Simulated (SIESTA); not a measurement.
Crystal: PbSe (Clausthalite).

```xyz
2
Lattice="0.0000 3.0606 3.0606 3.0606 0.0000 3.0606 3.0606 3.0606 0.0000" Properties=species:S:1:pos:R:3 pbc="T T T"
Pb    0.0000    0.0000    0.0000
Se    3.0606    3.0606    3.0606
```

| Quantity | Value |
| --- | --- |
| Program | SIESTA 5.4.2 |
| Task | relaxation of cell and atoms |
| Functional | optB88-vdW |
| Potentials or basis | PseudoDojo 0.4 standard (PBE files, fully relativistic) |
| Basis | SZP (energy shift 0.002 Ry) |
| Grid cutoff | 500 Ry |
| Energy shift | 0.002 Ry |
| k mesh | 6 × 6 × 6 |
| Occupations | fermi-dirac, width 0.05 eV |
| Spin | non-collinear spin, ferromagnetic start, spin-orbit coupling |
| Starting moments | [[0.354, 0.354, 0.0], [0.0, 0.0, 0.0]] μB |

At the start: pressure 4.2 GPa; volume 28.67 Å³/atom.

Q: How do energy, volume and symmetry change on relaxing?

A: Over 4 steps the energy falls by 28.4 meV/atom and the volume is 30.93 Å³/atom (+7.9 %); space group Fm-3m (No. 225, to 0.05 Å); moment 0.00 μB per cell.

Step by step:
| step | energy change (eV) | largest force (eV/Å) | pressure (GPa) | volume (Å³) |
| --- | --- | --- | --- | --- |
| 1 | 0.0000 | 0.0000 | 4.20 | 57.34 |
| 2 | -0.0055 | 0.0000 | 3.97 | 57.56 |
| 3 | -0.0565 | 0.0000 | 0.23 | 61.55 |
| 4 | -0.0568 | 0.0000 | 0.00 | 61.86 |

Final structure:
```yaml
crystal:
  lattice:
    - [0.00028, 3.13921, 3.13922]
    - [3.13921, 0.00028, 3.13922]
    - [3.13923, 3.13923, 0.00026]
  atoms:
    - { symbol: Pb, position: [0.00000, 0.00000, 0.00000] }
    - { symbol: Se, position: [0.50000, 0.50000, 0.50000] }
```

Caveat: the potentials were made for another functional, which shifts forces and pressure; the basis of atomic orbitals isn't converged, which shifts pressures, moduli and gaps.
